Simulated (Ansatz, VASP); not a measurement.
## Fe: VASP beside Ansatz

```
CELL_PARAMETERS angstrom
0.00000 2.00230 2.00229
1.41586 0.00000 2.00229
1.41586 2.00230 0.00000
ATOMIC_POSITIONS crystal
Fe 0.00000 0.00000 0.00000
```

Alike in both runs: functional PBE; k mesh 20 × 20 × 20; occupations gaussian, width 0.1 eV; collinear spin.

Ansatz relaxed the structure, and its values are those at the end. VASP's run is a single point on that final structure, the one shown.

|  | VASP | Ansatz |
| --- | --- | --- |
| version | VASP 6.6.1 | Ansatz 0.2.0 |
| potentials or method | VASP PAW PBE potentials, release 64 (Fe) | scalar-relativistic, plane waves, PAW |
| plane-wave cutoff (eV) | 520 | 420 |
| valence electrons in the cell | 8 | 16 |

VASP gave:

- gap on the k mesh at the Fermi level (eV): none
- pressure (GPa): -0.1
- net moment per atom (μB): 2.20
- size of the moment on the site where the two differ most (μB): 2.19

Problem. What did Ansatz give for the same quantities?

Solution. gap on the k mesh at the Fermi level (eV): none; pressure (GPa): 0.0; net moment per atom (μB): 2.17; size of the moment on the site where the two differ most (μB): 2.22.

Site moments also hang on the region over which each program counts them. A gap of «none» marks a metal or a gap that the smearing closes. The two sets of potentials don't hold the same shells in valence.
